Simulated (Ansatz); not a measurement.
# Al(100) film, 6 layers, adrow O: surface scattering, part 2 of 2

Aim: how much of the in-plane current does the surface defect in Al(100) film, 6 layers, adrow O reflect?

Ansatz 0.2.0; Ansatz plane-wave DFT, PBE, PAW files; relaxation of the atoms about the surface defect; PAW set soft_1 (the session's first sound run).

So far. Step 2 (Relaxing about the defect): The largest force component on a free atom ends at 0.0072 eV/Å, under the tolerance of 0.03, after 4 steps.

## Step 3: Transmission along the film

The film far from the defect is the lead. The first vector holds vacuum and takes one k-point. Energies from -0.05 to 0.05 eV in steps of 0.05 eV are too few for the program's thermal sum, so it prints no conductance; for a metal the transmission near the Fermi level serves, at a fraction of the cost.

This step: Ansatz plane-wave DFT, PBE, PAW files; ballistic transport by layer matching (Landauer), zero bias; PAW set soft_1 (Ansatz 0.2.0).

The input, input.yaml:

```yaml
crystal:
  lattice:
    - [23.14391, 0.0, 0.0]
    - [0.0, 2.862347037, 0.0]
    - [0.0, 0.0, 37.2105114815]
  atoms:
    - { symbol: Al, position: [0.1944355988, 0.0, 0.0] }
    - { symbol: Al, position: [0.2818877623, 0.5, 0.0384615385] }
    - { symbol: Al, position: [0.3693399257, 0.0, 0.0] }
    - { symbol: Al, position: [0.4567920892, 0.5, 0.0384615385] }
    - { symbol: Al, position: [0.5442442526, 0.0, 0.0] }
    - { symbol: Al, position: [0.631696416, 0.5, 0.0384615385] }
    - { symbol: Al, position: [0.1944355988, 0.0, 0.0769230769] }
    - { symbol: Al, position: [0.2818877623, 0.5, 0.1153846154] }
    - { symbol: Al, position: [0.3693399257, 0.0, 0.0769230769] }
    - { symbol: Al, position: [0.4567920892, 0.5, 0.1153846154] }
    - { symbol: Al, position: [0.5442442526, 0.0, 0.0769230769] }
    - { symbol: Al, position: [0.631696416, 0.5, 0.1153846154] }
    - { symbol: Al, position: [0.1944355988, 0.0, 0.1538461538] }
    - { symbol: Al, position: [0.2818877623, 0.5, 0.1923076923] }
    - { symbol: Al, position: [0.3693399257, 0.0, 0.1538461538] }
    - { symbol: Al, position: [0.4567920892, 0.5, 0.1923076923] }
    - { symbol: Al, position: [0.5442442526, 0.0, 0.1538461538] }
    - { symbol: Al, position: [0.631696416, 0.5, 0.1923076923] }
    - { symbol: Al, position: [0.1944355988, 0.0, 0.2307692308] }
    - { symbol: Al, position: [0.2818877623, 0.5, 0.2692307692] }
    - { symbol: Al, position: [0.3693399257, 0.0, 0.2307692308] }
    - { symbol: Al, position: [0.4567920892, 0.5, 0.2692307692] }
    - { symbol: Al, position: [0.5442442526, 0.0, 0.2307692308] }
    - { symbol: Al, position: [0.631696416, 0.5, 0.2692307692] }
    - { symbol: Al, position: [0.1944355988, 0.0, 0.3076923077] }
    - { symbol: Al, position: [0.2818877623, 0.5, 0.3461538462] }
    - { symbol: Al, position: [0.3693399257, 0.0, 0.3076923077] }
    - { symbol: Al, position: [0.4567920892, 0.5, 0.3461538462] }
    - { symbol: Al, position: [0.5442442526, 0.0, 0.3076923077] }
    - { symbol: Al, position: [0.6328514068, 0.5, 0.3496395505] }
    - { symbol: Al, position: [0.1944355988, 0.0, 0.3846153846] }
    - { symbol: Al, position: [0.2818877623, 0.5, 0.4230769231] }
    - { symbol: Al, position: [0.3693399257, 0.0, 0.3846153846] }
    - { symbol: Al, position: [0.4567920892, 0.5, 0.4230769231] }
    - { symbol: Al, position: [0.5441574662, 0.0, 0.3855022334] }
    - { symbol: Al, position: [0.6365723876, 0.5, 0.4248504114] }
    - { symbol: Al, position: [0.1944355988, 0.0, 0.4615384615] }
    - { symbol: Al, position: [0.2818877623, 0.5, 0.5] }
    - { symbol: Al, position: [0.3693399257, 0.0, 0.4615384615] }
    - { symbol: Al, position: [0.4567920892, 0.5, 0.5] }
    - { symbol: Al, position: [0.5411316063, 0.0, 0.4612778453] }
    - { symbol: Al, position: [0.6365854066, 0.5, 0.4971553357] }
    - { symbol: Al, position: [0.1944355988, 0.0, 0.5384615385] }
    - { symbol: Al, position: [0.2818877623, 0.5, 0.5769230769] }
    - { symbol: Al, position: [0.3693399257, 0.0, 0.5384615385] }
    - { symbol: Al, position: [0.4567920892, 0.5, 0.5769230769] }
    - { symbol: Al, position: [0.5441780229, 0.0, 0.5369209123] }
    - { symbol: Al, position: [0.6331690513, 0.5, 0.5721602255] }
    - { symbol: Al, position: [0.1944355988, 0.0, 0.6153846154] }
    - { symbol: Al, position: [0.2818877623, 0.5, 0.6538461538] }
    - { symbol: Al, position: [0.3693399257, 0.0, 0.6153846154] }
    - { symbol: Al, position: [0.4567920892, 0.5, 0.6538461538] }
    - { symbol: Al, position: [0.5442544407, 0.0, 0.6142732364] }
    - { symbol: Al, position: [0.6314337159, 0.5, 0.6520545318] }
    - { symbol: Al, position: [0.1944355988, 0.0, 0.6923076923] }
    - { symbol: Al, position: [0.2818877623, 0.5, 0.7307692308] }
    - { symbol: Al, position: [0.3693399257, 0.0, 0.6923076923] }
    - { symbol: Al, position: [0.4567920892, 0.5, 0.7307692308] }
    - { symbol: Al, position: [0.5442442526, 0.0, 0.6923076923] }
    - { symbol: Al, position: [0.631696416, 0.5, 0.7307692308] }
    - { symbol: Al, position: [0.1944355988, 0.0, 0.7692307692] }
    - { symbol: Al, position: [0.2818877623, 0.5, 0.8076923077] }
    - { symbol: Al, position: [0.3693399257, 0.0, 0.7692307692] }
    - { symbol: Al, position: [0.4567920892, 0.5, 0.8076923077] }
    - { symbol: Al, position: [0.5442442526, 0.0, 0.7692307692] }
    - { symbol: Al, position: [0.631696416, 0.5, 0.8076923077] }
    - { symbol: Al, position: [0.1944355988, 0.0, 0.8461538462] }
    - { symbol: Al, position: [0.2818877623, 0.5, 0.8846153846] }
    - { symbol: Al, position: [0.3693399257, 0.0, 0.8461538462] }
    - { symbol: Al, position: [0.4567920892, 0.5, 0.8846153846] }
    - { symbol: Al, position: [0.5442442526, 0.0, 0.8461538462] }
    - { symbol: Al, position: [0.631696416, 0.5, 0.8846153846] }
    - { symbol: Al, position: [0.1944355988, 0.0, 0.9230769231] }
    - { symbol: Al, position: [0.2818877623, 0.5, 0.9615384615] }
    - { symbol: Al, position: [0.3693399257, 0.0, 0.9230769231] }
    - { symbol: Al, position: [0.4567920892, 0.5, 0.9615384615] }
    - { symbol: Al, position: [0.5442442526, 0.0, 0.9230769231] }
    - { symbol: Al, position: [0.631696416, 0.5, 0.9615384615] }
    - { symbol: O, position: [0.6641839506, 0.0, 0.4610298512] }
kpoints:
  mp_grid: { grid: [1, 11, 1] }
hamiltonian:
  xc: pbe
  pseudopotentials: { kind: paw, azcp: { folder: soft_1 } }
scf:
  occupations: { method: fermi_dirac, width: 0.1 }
output:
  transmission: { leads: [[0, 6]], kmesh: [1, 22], e_range: [-0.05, 0.05], de: 0.05 }
  write_potential: true
  write_density: true
  volumetric_format: npy
  elf: true
```

Started as:

```bash
$ ansatz run input.yaml --threads 8 --pin off --max-ram 15360MiB --backend cpu --events-out ev --progress --plain --runs-dir out
```

Numbers of over 12 decimals in the logs are rounded to 6 here.

The log of the run:

```text
[...]
Crystal: 79 atoms, lattice volume = 2465.044 Å³
Basis set: ecut = 420 eV, 48237 PW (Γ)
Bands: 199, of which v1, the nominal top of the filled ones, is band 120 counted from 1 (119 counted from 0)
Symmetry: 2 space group operations
[...]
k-points: 6 of 11
[...]
SCF iter   1: F=—  HF=-42493.020110 eV  |F-HF|=—  |Δ(HF+E_count)|=         —  Δρ=2.41e-2  dr2=1.05e2  ethr=3.10e-3  ⟨swp⟩=8.5  Hψ=6816  notcnv=0  defer=42
[...]
SCF iter   9: F=-42481.579460 eV  HF=-42481.579460 eV  |F-HF|=4.45e-9  |Δ(HF+E_count)|=   2.56e-8  Δρ=4.76e-7  dr2=1.24e-8  ethr=4.17e-11  ⟨swp⟩=34.2  Hψ=8405  notcnv=0
SCF 1 converged in 9 iterations: F = -42481.579460 eV  dr2 = 1.24e-8
[...]
transmission: 60 of 564 steps passed
transmission: 114 of 564 steps passed
[...]
transmission: 564 of 564 steps passed
WARN: The output density's exchange-correlation potential varies sharply where the density is thin. Do not read a vacuum level from v_tot or v_xc, or from such a field of the output density. On a cell that repeats whose density bears no net charge and no dipole along the vacuum's axis use v_es (v_loc + v_h of the components); under efield.dipole_correction with no amplitude use v_es + v_field, which holds any externa [...]
SCF converged after 9 iterations
the last check of whether an eigenvalue changes by more than its tolerance under the output density was not made (no_room)
Free energy (F): -42481.579460 eV
[...]
Internal energy: -42480.494208 eV  (E = F + TS)
E sigma→0 (E₀):  -42481.036834 eV
Entropy (-TS):   -1.085252 eV (-13.737 meV/atom)
Fermi energy:    2.215973 eV
[...]
--- Band table (eV; the first three rows and the last of 6) ---
  k-point 0: bands = [... 116 lower, 2.2756, 2.3413, 2.3939, 2.5592, 2.5990, 2.8535, 2.8614, 2.8627, ... 75 higher]
  k-point 1: bands = [... 116 lower, 2.3946, 2.4701, 2.5348, 2.6927, 2.7386, 2.9841, 2.9938, 2.9966, ... 75 higher]
  k-point 2: bands = [... 116 lower, 2.6707, 2.8492, 2.8612, 2.9328, 2.9405, 2.9487, 3.0344, 3.0405, ... 75 higher]
  k-point 5: bands = [... 116 lower, 1.6159, 1.6516, 1.7612, 1.7709, 1.8099, 1.8228, 1.8240, 1.8396, ... 75 higher]
--- Transmission ---
  basis      : 577 plane waves across, 47 finite elements along
  points     : 12, standing for a mesh of 1 x 22
  energies   : 3 from -0.050000 to 0.050000 eV about the Fermi level, 0.050000 eV apart; the leads are filled to 0.000000 eV, and channels, transmission and decay are at 0.000000 eV
  crystal 0  : Al6, at the sites [0, 6], period 2.8623 Å, over 24.33 Å; its Hamiltonian steps by up to 8.6 meV
    offset         : up to 0.0000 Å between an atom of the period and one for which it stands
    channels       : 6.136364e0 a spin
    conductance    : none, the energies end too early or step too widely for 300 K: set another output.transmission.e_range or a lower de, or, where they end at an eighth of basis.ecutwfc, a higher one
  junction   : crystal 0 to crystal 0, 0.72 to 35.06 Å
    transmission   : 5.070607e0 a spin
[...]
```

Run time: 10 min. Hardware: 8 threads of Intel Xeon at 2.70GHz, shared host; peak memory 12 GiB; 68 min of CPU time.

The column dr2 measures how far the density is from self-consistency, as an energy; F and HF (Harris–Foulkes) agree once it is small.

Numbers from this step:

- free energy: -42481.5795 eV
- energy at zero smearing: -42481.0368 eV
- Fermi energy: 2.216 eV
- cell area: 66.25 Å²
- transmission per spin nearest the Fermi level: 5.071
- open channels per spin nearest the Fermi level: 6.136
- step of the lead's potential: 8.6 meV

Per spin. Table of transmission, zone mean by energy, zero at the Fermi level:

```csv
energy (eV),"transmission, zone mean"
-0.0500,4.77
0.0000,5.07
0.0500,5.23
```

Per spin. Open channels, zone mean, lead against energy, zero at the Fermi level:

```csv
energy (eV),"open channels, zone mean, lead"
-0.0500,5.77
0.0000,6.14
0.0500,6.23
```

Electrostatic potential energy in the ca plane at fractional y = 0.000, with atoms of Al and O within 0.2 Å of it. With pseudopotentials it is smooth inside the atoms' cores, unlike the true potential.

Ten even steps from '0' (-12 eV) to '9' (6 eV), each cell a mean:
```
99999999999999999999999999999999999999999999
99999999999999999999999999999999999999999999
99999999999999999999999999999999999999999999
99999999999999999999999999999999999999999999
99999999999999999999999999999999999999999999
99999999999999999999999999999999999999999999
99999999999999999999999999999999999999999999
99999999999999999998885102788899999999999999
99887788998877889987674112677789987778999877
66777776667787766677777666777776667887666778
54037612540476125305740341166305503662154037
32157731322676313226751231367412214774132157
88877778888777888887777778777788887777888877
77777777777777777777777777777777777777777777
33147621321576123216751231267413313774133147
43047621431576124216751241267403412673043137
77777777777777777777777777777777777777777777
88877778888777888887778888877788887777888877
22257741222676323236762231477522224775122257
65037612640475036305740462167305611662055027
55789876557898765678987556789875568898655689
99999999999999999999999999999999999999999999
99999999999999999999999999999999999999999999
99999999999999999999999999999999999999999999
```
Columns run along c (16.0 Å, from fractional 0.23 to 0.66 of the cell; values clipped at the 3rd and 97th percentile), rows up along a (23.1 Å). Atoms in or near the plane, at fractional coordinates: Al at (0.23, 0.19), Al at (0.23, 0.37), Al at (0.23, 0.54), Al at (0.31, 0.19), Al at (0.31, 0.37), Al at (0.31, 0.54), Al at (0.38, 0.19), Al at (0.38, 0.37), Al at (0.39, 0.54), Al at (0.46, 0.19), Al at (0.46, 0.37), Al at (0.46, 0.54), Al at (0.54, 0.19), Al at (0.54, 0.37) and more.

Valence density in the ca plane at fractional y = 0.000, with atoms of Al and O within 0.2 Å of it. It is the smooth field of the valence electrons, not physical close to the nuclei.

Ten steps, logarithmic in the rise over the least value, from '0' (0.0 e/Å³) to '9' (4.1 e/Å³), each cell a mean:
```
00000000000000000000000000000000000000000000
00000000000000000000000000000000000000000000
00000000000000000000000000000000000000000000
00000000000000000000000000000000000000000000
00000000000000000000000000000000000000000000
00000000000000000000000000000000000000000000
00000000000000000000001221100000000000000000
11112211111122111111246998532111112221111112
22233332222333322233346898533322233333222233
33333333333333333333333333333333333333333333
22333333223333332233333223333332233333322333
33333333333333333333333333333333333333333333
33333333333333333333333333333333333333333333
33333333333333333333333333333333333333333333
33333333333333332333333323333333333333333333
23333333233333332333333323333333233333322333
33333333333333333333333333333333333333333333
33333333333333333333333333333333333333333333
33333333333333333333333333333333333333333333
22333333223333322233333223333332233333322333
22222222222222222222222222222222222222222222
00000000000000000000000000000000000000000000
00000000000000000000000000000000000000000000
00000000000000000000000000000000000000000000
```
Columns run along c (16.0 Å, from fractional 0.23 to 0.66 of the cell), rows up along a (23.1 Å). Atoms in or near the plane, at fractional coordinates: Al at (0.23, 0.19), Al at (0.23, 0.37), Al at (0.23, 0.54), Al at (0.31, 0.19), Al at (0.31, 0.37), Al at (0.31, 0.54), Al at (0.38, 0.19), Al at (0.38, 0.37), Al at (0.39, 0.54), Al at (0.46, 0.19), Al at (0.46, 0.37), Al at (0.46, 0.54), Al at (0.54, 0.19), Al at (0.54, 0.37) and more.

ELF in the ca plane at fractional y = 0.000, with atoms of Al and O within 0.2 Å of it. It is the smooth field of the valence electrons, not physical close to the nuclei.

Ten even steps from '0' (0.00 × 1e-1) to '9' (7.79 × 1e-1), each cell a mean:
```
00000000000000000000000000000000000000000000
00000000000000000000000000000000000000000000
00000000000000000000000000000000000000000000
00000000000000000000000000000000000000000000
00000000000000000000000000000000000000000000
00000000000000000000000000000000000000000000
00011110000111100000013454200000001110000011
11356652113566422232259999732222235664212356
23579974225898643355447888634543357986323589
55677776445777765567643333456765567776545677
32477872324777633268885233788842347777332477
33677774346877643468786334787753357778533577
44567764445777644457776445677654456776544567
44567765445677654467775445677654456776544567
33577774336877633367776333777753347777433577
32577773325778633367775233777752347777432477
44567765456677654567776545677654456776544567
34567764345777543457775434677654346776544567
33677774336777743478776434777763357777533577
54599984536999835379997353899963549999544599
99986789999767999997679999876899998768999986
44321123443211234321113343211234432112344321
00000000000000000000000000000000000000000000
00000000000000000000000000000000000000000000
```
Columns run along c (16.0 Å, from fractional 0.23 to 0.66 of the cell), rows up along a (23.1 Å). Atoms in or near the plane, at fractional coordinates: Al at (0.23, 0.19), Al at (0.23, 0.37), Al at (0.23, 0.54), Al at (0.31, 0.19), Al at (0.31, 0.37), Al at (0.31, 0.54), Al at (0.38, 0.19), Al at (0.38, 0.37), Al at (0.39, 0.54), Al at (0.46, 0.19), Al at (0.46, 0.37), Al at (0.46, 0.54), Al at (0.54, 0.19), Al at (0.54, 0.37) and more.

Over the solved energies the transmission per spin lies between 4.77 and 5.23, out of 6.05 channels of the lead on average (up to 6.23).

## Step 4: Share that passes

This step: Ansatz plane-wave DFT, PBE, PAW files; ballistic transport by layer matching (Landauer), zero bias; share of the film's channels that pass the defect (the area holds the vacuum); PAW set soft_1 (Ansatz 0.2.0).

Numbers from this step:

```
T over the leads' mean channel count : 0.8307
```

Averaged over the energies near the Fermi level, 83.1 % of the channels pass.

## Step 5: Results

```yaml
share_of_the_film_s_channels_that_pass: 0.831
```

83 % of the film's channels pass the defect. The film is 6 layers thick, so the defect disturbs a good part of its section. It runs straight across the current without end, so the wavevector along it is kept. Only atoms near the defect are relaxed, while the rest of the face keeps bulk spacings, so part of the reflection may come from that relaxed patch.

[Logs are printed without paths, hosts, clocks, repeated set-up lines and the standing remarks that a program may print on its own settings, such as how far it seeks lower states.]

[Hosts, paths, dates, database ids (printed as entryN), source tags and the programs' standing remarks are cut or masked in the printed files.]
